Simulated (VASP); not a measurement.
Input of a VASP 6.6.1 run:

Contents of INCAR:

```
PREC = Accurate ; ENCUT = 520
EDIFF = 1E-6 ; ISMEAR = -1
SIGMA = 0.05 ; LREAL = False
LASPH = True ; NELM = 80
ALGO = Normal ; ISIF = 2
LWAVE = False ; LCHARG = False
GGA = PE ; NBANDS = 11
```

KPOINTS

```
Automatic mesh
0
Gamma
  7 7 7
```

File POSCAR:

```
Ba
1.0
    0.0000000000      3.2752049470      3.2752049470
    3.2752049470      0.0000000000      3.2752049470
    3.2752049470      3.2752049470      0.0000000000
Ba
1
Direct
    0.0000000000      0.0000000000      0.0000000000
```

Potentials or basis: VASP PAW PBE potentials, release 64 (Ba_sv).

Launch:

```sh
$ cat potpaw_PBE.64/Ba_sv/POTCAR > POTCAR
$ mpirun -np 1 vasp_std > vasp.out
```

(1) What does it give for the band gap on the k mesh?

(2) What does it give for the pressure?

Answers

(1) none (metal or under the smearing width).

(2) -0.6 GPa.
